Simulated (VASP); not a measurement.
# FeNi3 (Pm-3m) in VASP: single point with PBE

Aim: the single point of FeNi3 with PBE.

Program: VASP 6.6.1. These are calculated values, not measurements. Logs are shortened: lines on timing, memory, paths and dates and some standing lists are left out, and cuts for length are marked.

## Step 1: The structure

It takes space group Pm-3m (No. 221, cubic). Conventional cell: a = 3.544 Å, b = 3.544 Å, c = 3.544 Å, α = 90.00°, β = 90.00°, γ = 90.00°. Around Fe (site symmetry m-3m) lie 12 Ni at 2.51 Å. Around Ni (site symmetry 4/mmm) lie 4 Fe at 2.51 Å and 8 Ni at 2.51 Å.

The cell comes from a database or a generator and needn't be the stable form of this composition.

## Step 2: Single point, PBE, collinear spin, typed start

The input, INCAR:

```
SYSTEM = FeNi3
PREC = Accurate
ENCUT = 520
EDIFF = 1E-6
ISMEAR = 0
SIGMA = 0.1
LREAL = .FALSE.
LASPH = .TRUE.
NELM = 150
ALGO = Normal
ISIF = 2
LWAVE = .FALSE.
LCHARG = .FALSE.
ISPIN = 2
MAGMOM = 3.18 0.78 0.78 0.78
LORBIT = 11
LMAXMIX = 4
GGA = PE
NBANDS = 31
```

The input, KPOINTS:

```
regular mesh
0
G
  12 12 12
  0 0 0
```

The input, POSCAR:

```
FeNi3
1.0
    3.5437047392      0.0000000000      0.0000000000
    0.0000000000      3.5437047392      0.0000000000
    0.0000000000      0.0000000000      3.5437047392
Fe Ni
1 3
Direct
    0.0000000000      0.0000000000      0.0000000000
    0.0000000000      0.5000000000      0.5000000000
    0.5000000000      0.5000000000      0.0000000000
    0.5000000000      0.0000000000      0.5000000000
```

Potentials or basis: VASP PAW PBE potentials, release 64 (Fe, Ni).

On the command line:

```
cat potpaw_PBE.64/Fe/POTCAR potpaw_PBE.64/Ni/POTCAR > POTCAR
mpirun -np 1 vasp_std > vasp.out
```

OUTCAR:

```text
SYSTEM = FeNi3
   PREC = Accurate
   ENCUT = 520
   EDIFF = 1E-6
   ISMEAR = 0
   LREAL = .FALSE.
   LASPH = .TRUE.
   NELM = 150
   ISIF = 2
   ISPIN = 2
   LORBIT = 11
   GGA = PE

 ion  position               nearest neighbor table
   1  0.000  0.000  0.000-   2 2.51   3 2.51   4 2.51   2 2.51   4 2.51   2 2.51   3 2.51   2 2.51
                             3 2.51   4 2.51   4 2.51   3 2.51
   2  0.000  0.500  0.500-   1 2.51   3 2.51   4 2.51   1 2.51   3 2.51   1 2.51   4 2.51   1 2.51
                             3 2.51   4 2.51   3 2.51   4 2.51
   3  0.500  0.500  0.000-   1 2.51   2 2.51   4 2.51   2 2.51   4 2.51   1 2.51   4 2.51   4 2.51
                             1 2.51   2 2.51   2 2.51   1 2.51
   4  0.500  0.000  0.500-   1 2.51   2 2.51   3 2.51   1 2.51   3 2.51   2 2.51   3 2.51   3 2.51
                             1 2.51   2 2.51   1 2.51   2 2.51

  LATTYP: Found a simple cubic cell.
 ALAT       =     3.5437047392

  Lattice vectors:

 A1 = (   3.5437047392,   0.0000000000,   0.0000000000)
 A2 = (   0.0000000000,   3.5437047392,   0.0000000000)
 A3 = (   0.0000000000,   0.0000000000,   3.5437047392)

Analysis of symmetry for initial positions (statically):
=====================================================================
 Subroutine PRICEL returns:
 Original cell was already a primitive cell.

 Routine SETGRP: Setting up the symmetry group for a
 simple cubic supercell.

 Subroutine GETGRP returns: Found 48 space group operations
 (whereof 48 operations were pure point group operations)
 out of a pool of 48 trial point group operations.

The static configuration has the point symmetry O_h .

Analysis of symmetry for dynamics (positions and initial velocities):
=====================================================================
 Subroutine PRICEL returns:
 Original cell was already a primitive cell.

 Routine SETGRP: Setting up the symmetry group for a
 simple cubic supercell.

 Subroutine GETGRP returns: Found 48 space group operations
 (whereof 48 operations were pure point group operations)
 out of a pool of 48 trial point group operations.

The dynamic configuration has the point symmetry O_h .

Analysis of structural, dynamic, and magnetic symmetry:
=====================================================================
 Subroutine PRICEL returns:
 Original cell was already a primitive cell.

 Routine SETGRP: Setting up the symmetry group for a
 simple cubic supercell.

 Subroutine GETGRP returns: Found 48 space group operations
 (whereof 48 operations were pure point group operations)
 out of a pool of 48 trial point group operations.

The overall configuration has the point symmetry O_h .

 Subroutine INISYM returns: Found 48 space group operations
 (whereof 48 operations are pure point group operations),
 and found     1 'primitive' translations

----------------------------------------------------------------------------------------

                                     Primitive cell

  volume of cell :      44.5013

  direct lattice vectors                    reciprocal lattice vectors
     3.543704739  0.000000000  0.000000000     0.282190553  0.000000000  0.000000000
     0.000000000  3.543704739  0.000000000     0.000000000  0.282190553  0.000000000
     0.000000000  0.000000000  3.543704739     0.000000000  0.000000000  0.282190553

  length of vectors
     3.543704739  3.543704739  3.543704739     0.282190553  0.282190553  0.282190553

  position of ions in fractional coordinates (direct lattice)
     0.000000000  0.000000000  0.000000000
     0.000000000  0.500000000  0.500000000
     0.500000000  0.500000000  0.000000000
     0.500000000  0.000000000  0.500000000

  ion indices of the primitive-cell ions
   primitive index   ion index
                 1           1
                 2           2
                 3           3
                 4           4

----------------------------------------------------------------------------------------

 KPOINTS: regular mesh

Automatic generation of k-mesh.
 Grid dimensions read from file:
 generate k-points for:   12   12   12

 Generating k-lattice:

  Cartesian coordinates                     Fractional coordinates (reciprocal lattice)
     0.023515879  0.000000000  0.000000000     0.083333333  0.000000000  0.000000000
     0.000000000  0.023515879  0.000000000     0.000000000  0.083333333  0.000000000
     0.000000000  0.000000000  0.023515879     0.000000000  0.000000000  0.083333333

  Length of vectors
     0.023515879  0.023515879  0.023515879

  Shift w.r.t. Gamma in fractional coordinates (k-lattice)
     0.000000000  0.000000000  0.000000000

 Subroutine IBZKPT returns following result:
 ===========================================

 Found     84 irreducible k-points:

 Following reciprocal coordinates:
            Coordinates               Weight
  0.000000  0.000000  0.000000      1.000000
  0.083333  0.000000  0.000000      6.000000
  0.166667  0.000000  0.000000      6.000000
  0.250000  0.000000  0.000000      6.000000
  0.333333  0.000000  0.000000      6.000000
  0.416667  0.000000  0.000000      6.000000
[... 16 lines left out ...]
  0.333333  0.333333  0.000000     12.000000
  0.416667  0.333333  0.000000     24.000000
 [... further k-points ...]
   k-points           NKPTS =     84   k-points in BZ     NKDIM =     84   number of bands    NBANDS=     31
   number of dos      NEDOS =    301   number of ions     NIONS =      4
   total plane-waves  NPLWV =  21952
   dimension x,y,z NGX =    28 NGY =   28 NGZ =   28
   dimension x,y,z NGXF=    56 NGYF=   56 NGZF=   56
   ions per type =               1   3
   NGX,Y,Z   is equivalent  to a cutoff of  13.14, 13.14, 13.14 a.u.
   NGXF,Y,Z  is equivalent  to a cutoff of  26.27, 26.27, 26.27 a.u.
 SYSTEM =  FeNi3
   PREC   = accura    normal or accurate (medium, high low for compatibility)
   ISTART =      0    job   : 0-new  1-cont  2-samecut
   ICHARG =      2    charge: 1-file 2-atom 10-const
   ISPIN  =      2    spin polarized calculation?
   LNONCOLLINEAR =      F non collinear calculations
   LSORBIT =      F    spin-orbit coupling
   LASPH  =      T    aspherical Exc in radial PAW
   ENCUT  =  520.0 eV  38.22 Ry    6.18 a.u.   6.59  6.59  6.59*2*pi/ulx,y,z
   NELM   =    150;   NELMIN=  2; NELMDL= -5     # of ELM steps
   EDIFF  = 0.1E-05   stopping-criterion for ELM
   LREAL  =      F    real-space projection
   EDIFFG = 0.1E-04   stopping-criterion for IOM
   NSW    =      0    number of steps for IOM
   IBRION =     -1    ionic relax: 0-MD 1-quasi-New 2-CG
   NFREE  =      0    steps in history (QN), initial steepest desc. (CG)
   ISIF   =      2    stress and relaxation
   ISYM   =      2    0-nonsym 1-usesym 2-fastsym
   POTIM  = 0.5000    time-step for ionic-motion
   TEBEG  =    0.0;   TEEND  =   0.0 temperature during run
   PSTRESS=    0.0 pullay stress
   NELECT =      38.0000    total number of electrons
   NUPDOWN=      -1.0000    fix difference up-down
   EMIN   =  10.00;   EMAX   =-10.00  energy-range for DOS
   EFERMI =   0.00;   METHOD = LEGACY
   ISMEAR =     0;   SIGMA  =   0.10  broadening in eV -4-tet -1-fermi 0-gaus
   EFERMI_NEDOS =   21; number of points for ismear=-14 and -15
   IALGO  =     38    algorithm
   IMIX   =      4    mixing-type and parameters
     AMIX     =   0.40;   BMIX     =  1.00
     AMIX_MAG =   1.60;   BMIX_MAG =  1.00
  volume/ion in A,a.u.               =      11.13        75.08
  Fermi-wavevector in a.u.,A,eV,Ry     =   1.553144  2.935017 32.820756  2.412258
  Thomas-Fermi vector in A             =   2.657418
   LORBIT       =     11    0 simple, 1 ext, 2 COOP (PROOUT), +10 PAW based schemes
   GGA     = PE    functional components
   LHFCALC =     F    Hartree Fock is set to
   AEXX    =    0.0000 exact exchange contribution
   IVDW    =     0    specifies the selected vdW correction
   LEPSILON=     F    determine dielectric tensor
   LRPA    =     F    only Hartree local field effects (RPA)
 spin polarized calculation
 Gauss-broadening in eV      SIGMA  =   0.10
  energy-cutoff  :      520.00
  volume of cell :       44.50
 maximum number of plane-waves:      1222
 NGX is ok and might be reduce to    28
   NGX = 13   NGY = 13   NGZ = 13

 number of electron      37.9999984 magnetization       4.7843462

 Free energy of the ion-electron system (eV)
  ---------------------------------------------------
  ext. energy  EPLUGINS =         0.00000000
  ---------------------------------------------------
  free energy    TOTEN  =       -25.00909363 eV

  energy without entropy =      -24.99421893  energy(sigma->0) =      -25.00165628

 E-fermi :   8.5834     XC(G=0): -13.1498

 val. band max:        8.5789948823   @ k =   0.4167   0.2500   0.2500
 cond. band min:       8.5942939681   @ k =   0.5000   0.3333   0.3333
 fundamental gap:      0.0152990858
 Fermi energy:         8.5833690839

 spin component 1

 k-point     1 :       0.0000    0.0000    0.0000
  band No.  band energies     occupation
      1      -0.4900      1.00000
      2       3.2884      1.00000
      3       3.2884      1.00000
      4       3.9597      1.00000
      5       4.0259      1.00000
      6       4.0259      1.00000
[... 805 lines left out ...]
     30      22.2205      0.00000
     31      23.2737      0.00000

 [... further k-points ...]

 spin component 2

 k-point     1 :       0.0000    0.0000    0.0000
  band No.  band energies     occupation
      1      -0.4460      1.00000
      2       4.3325      1.00000
      3       4.3325      1.00000
      4       4.3381      1.00000
      5       5.0300      1.00000
      6       5.0300      1.00000
[... 805 lines left out ...]
     30      22.5530      0.00000
     31      23.6622      0.00000

 [... further k-points ...]

------------------------ aborting loop because EDIFF is reached ----------------------------------------

  FORCE on cell =-STRESS in cart. coord.  units (eV):
  Direction    XX          YY          ZZ          XY          YZ          ZX
  --------------------------------------------------------------------------------------
  -------------------------------------------------------------------------------------
  Total        0.0102885      0.0102885      0.0102885     -0.0000000     -0.0000000      0.0000000
  in kB        0.3704160      0.3704160      0.3704160     -0.0000000     -0.0000000      0.0000000
  external PRESSURE =       0.3704160 kB  Pullay stress =       0.0000000 kB

 VOLUME and BASIS-vectors are now :
 -----------------------------------------------------------------------------
  energy-cutoff  :      520.00
  volume of cell :       44.50
      direct lattice vectors                 reciprocal lattice vectors
     3.543704739  0.000000000  0.000000000     0.282190553  0.000000000  0.000000000
     0.000000000  3.543704739  0.000000000     0.000000000  0.282190553  0.000000000
     0.000000000  0.000000000  3.543704739     0.000000000  0.000000000  0.282190553

 POSITION                                       TOTAL-FORCE (eV/Angst)
 -----------------------------------------------------------------------------------
      0.00000      0.00000      0.00000         0.000000      0.000000      0.000000
      0.00000      1.77185      1.77185         0.000000      0.000000      0.000000
      1.77185      1.77185      0.00000         0.000000      0.000000      0.000000
      1.77185      0.00000      1.77185         0.000000      0.000000      0.000000
 -----------------------------------------------------------------------------------
    total drift:                                0.000000      0.000000      0.000000

  FREE ENERGIE OF THE ION-ELECTRON SYSTEM (eV)
  ---------------------------------------------------
  free  energy   TOTEN  =       -25.0090936291 eV

  energy  without entropy=      -24.9942189262  energy(sigma->0) =      -25.00165628

 total charge

# of ion       s       p       d       tot
------------------------------------------
    1        0.474   0.503   6.111   7.088
    2        0.504   0.511   8.323   9.338
    3        0.504   0.511   8.323   9.338
    4        0.504   0.511   8.323   9.338
--------------------------------------------------
tot          1.985   2.034  31.081  35.101

 magnetization (x)

# of ion       s       p       d       tot
------------------------------------------
    1        0.012   0.002   2.893   2.906
    2       -0.015  -0.042   0.693   0.635
    3       -0.015  -0.042   0.693   0.635
    4       -0.015  -0.042   0.693   0.635
--------------------------------------------------
tot         -0.034  -0.125   4.971   4.811
```

It took 4 min on 1 thread of Intel Xeon Platinum 8488C (Sapphire Rapids), shared host; peak memory 0.29 GiB.

What came out:

- Free energy: -25.0091 eV
- Pressure: 0.0 GPa
- Band gap on the k mesh: none (metal or under the smearing width)
- Net moment: 4.78 μB per cell
- Site moments: Fe +2.91; Ni +0.64 μB
- Valence electrons inside the program's atomic spheres: Fe 7.09; Ni 9.34

Levels at points of the mesh, in eV from the Fermi level:
Spin up:
```csv
k point,band 17,band 18,band 19,band 20,band 21,band 22,band 23,band 24,band 25,band 26
"(0.00, 0.00, 0.00)",-0.72,-0.72,-0.63,-0.63,-0.63,2.25,2.25,2.25,8.85,8.85
"(0.50, 0.00, 0.00)",-1.60,-1.54,-1.43,-1.05,-0.72,-0.63,7.48,7.48,7.52,7.52
"(0.50, 0.50, 0.00)",-1.72,-1.72,-1.52,-1.48,0.74,0.74,0.77,0.79,11.15,11.23
"(0.50, 0.50, 0.50)",-0.84,-0.80,-0.80,-0.80,-0.50,-0.50,-0.50,-0.37,5.43,5.43
```
Spin down:
| k point | band 15 | band 16 | band 17 | band 18 | band 19 | band 20 |
| --- | --- | --- | --- | --- | --- | --- |
| (0.00, 0.00, 0.00) | 0.28 | 0.28 | 0.99 | 0.99 | 1.24 | 1.24 |
| (0.50, 0.00, 0.00) | -0.86 | -0.41 | -0.13 | -0.13 | 0.28 | 0.51 |
| (0.50, 0.50, 0.00) | -1.20 | -0.80 | -0.67 | 0.16 | 0.16 | 0.40 |
| (0.50, 0.50, 0.50) | -0.46 | -0.46 | 0.06 | 0.06 | 0.06 | 0.78 |
